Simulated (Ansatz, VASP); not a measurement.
**Yb: VASP beside Ansatz**

```
Yb
1.0
     0.00000    2.61159    2.61159
     2.61159    0.00000    2.61159
     2.61159    2.61159    0.00000
Yb
1
Cartesian
  0.0000 0.0000 0.0000
```

Alike in both runs: functional PBE; k mesh 14 × 14 × 14; occupations fermi-dirac, width 0.08 eV; no spin polarisation.

Ansatz relaxed the structure, and its values are those at the end. VASP's run is a single point on that final structure, the one shown.

```csv
,VASP,Ansatz
version,VASP 6.6.1,Ansatz 0.2.0
potentials or method,"VASP PAW PBE potentials, release 64 (Yb)","PAW with Ansatz's default frozen-core files, scalar-relativistic"
plane-wave cutoff (eV),520,420
valence electrons in the cell,24,24
```

Ansatz gave:

| Property | Result |
| --- | --- |
| pressure (GPa) | 0.0 |

Q: Estimate VASP's values.

A: Pressure (GPa): -0.6.

With one functional, cell and mesh, what is left measures potentials, basis and numerics.

The runs have no spin-orbit coupling, so splittings on Yb are missing. Spin polarisation is off, so any magnetic state and its effect on volume and gap are missing.
